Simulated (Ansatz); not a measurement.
# Ca2S3: from a trial structure to a relaxed crystal

Theory: Ansatz, DFT PBE, scalar-relativistic, plane waves, PAW.

Ca2S3 was placed on the tetradymite structure type (R-3m, No. 166), with Ca in place of Bi, S in place of Te, at a guessed volume.

Input of the last, converged step (default PAW datasets):

```yaml
crystal:
  lattice:
    - [2.1519638053, 1.2424368823, 7.6263894944]
    - [-2.1519638053, 1.2424368823, 7.6263894944]
    - [0.0, -2.4848737646, 7.6263894944]
  atoms:
    - { symbol: Ca, position: [0.4023934042, 0.4023934042, 0.4023934042] }
    - { symbol: Ca, position: [0.5976065958, 0.5976065958, 0.5976065958] }
    - { symbol: S, position: [0.0, 0.0, 0.0] }
    - { symbol: S, position: [0.2127365672, 0.2127365672, 0.2127365672] }
    - { symbol: S, position: [0.7872634328, 0.7872634328, 0.7872634328] }
basis:
  ecutwfc: 420
kpoints:
  mp_grid: { grid: [12, 12, 12] }
hamiltonian:
  xc: pbe
scf:
  occupations: { method: gaussian, width: 0.1 }
output:
  forces: true
  stress: true
  eigenvalues: true
relax:
  adjacent_minimum: "off"
  f_tol: 0.01
  max_steps: 80
  cell: { stress_tol: 0.05 }
```

Launched as:

```bash
ansatz run input.yaml --threads 1 --pin off --max-ram 2560MiB --backend cpu --events-out ev --progress --plain --runs-dir out
```

The run took 57 s on 1 thread of Intel(R) Xeon(R) 6975P-C (Granite Rapids), with other jobs on the host, peak memory 0.74 GiB.

End of the output:

```
SCF converged after 6 iterations
Free energy (F): -6345.726871 eV
Harris-Foulkes:  -6345.726871 eV  (|F-HF|=2.73e-12)
Internal energy: -6345.688483 eV  (E = F + TS)
E sigma→0 (E₀):  -6345.707677 eV
Entropy (-TS):   -0.038388 eV (-7.678 meV/atom)
Fermi energy:    5.030372 eV
--- Per-component energies (eV) ---
  E_band       = -302.488928
  E_kinetic    = 874.830785
  E_local      = -1885.797902  (includes V_loc(G=0)·N_el)
  E_nonlocal   = 212.580882
  E_hartree    = 621.908883
  E_xc         = -565.552131
  E_vxc        = -604.198065  (∫ρ·V_xc dr)
  E_paw        = -3517.380104  (= ΣΔE_a)
  E_vpaw       = -143.722399  (= ΣTr[D̂ρ^β])
  E_aug_tail   = -0.000008  (compensation charges beyond the density's cutoff)
  E_ewald      = -2086.278888
  E_smearing   = -0.038388  (= −TS)
  E_closure    =  0.000000  (closes the sum)
  Σ components = -6345.726871   (vs F -6345.726871, Δ=0.00e0)
--- Forces (eV/Å), atoms counted from 1 ---
  atom   1  Ca     0.00000000     0.00000000     0.00946042
  atom   2  Ca     0.00000000     0.00000000    -0.00946042
  atom   3  S      0.00000000     0.00000000     0.00000000
  atom   4  S      0.00000000     0.00000000     0.00047668
  atom   5  S      0.00000000     0.00000000    -0.00047668
  max |Σ_I F_I| component: 9.25e-18 eV/Å
--- Stress (GPa, compression-positive) ---
        0.033315       0.000000       0.000000
        0.000000       0.033315       0.000000
        0.000000       0.000000       0.016326
  P = ⅓ Tr σ = 0.0277 GPa (0.277 kbar)
--- Relaxed structure (3 steps of the walk, 3 accepted, 1 SCFs on fresh bases) ---
  F+E_penalty+E_count = -6345.72687132 eV   max|allowed force component| = 9.460e-3 eV/Å   (the final SCF, on the basis selected at the relaxed cell)
  cell:  # Å, volume = 121.7782 Å³
    - [2.153901, 1.243555, 7.577529]
    - [-2.153901, 1.243555, 7.577529]
    - [0.000000, -2.487110, 7.577529]
  atoms:
    - { symbol: Ca, position: [0.402438, 0.402438, 0.402438] }
    - { symbol: Ca, position: [0.597562, 0.597562, 0.597562] }
    - { symbol: S, position: [0.000000, 0.000000, 0.000000] }
    - { symbol: S, position: [0.212936, 0.212936, 0.212936] }
    - { symbol: S, position: [0.787064, 0.787064, 0.787064] }
```

Absolute energies hang on the potentials; compare differences alone.

The result has space group R-3m (No. 166). Ca has 3 S at 2.75 Å and 3 S at 2.94 Å; S on Wyckoff site a (1 atom of the primitive cell) has 6 Ca at 2.94 Å; around S on Wyckoff site c (2 atoms of the primitive cell) lie 3 Ca at 2.75 Å.

Against the elements it lies at -1.16 eV/atom. Energies over the elements count from the elements' standard structures at the same level, with no empirical corrections.

The k mesh leaves about 4 meV/atom of noise in metals.

Symmetry constrained the relaxation, so the result can be a saddle point.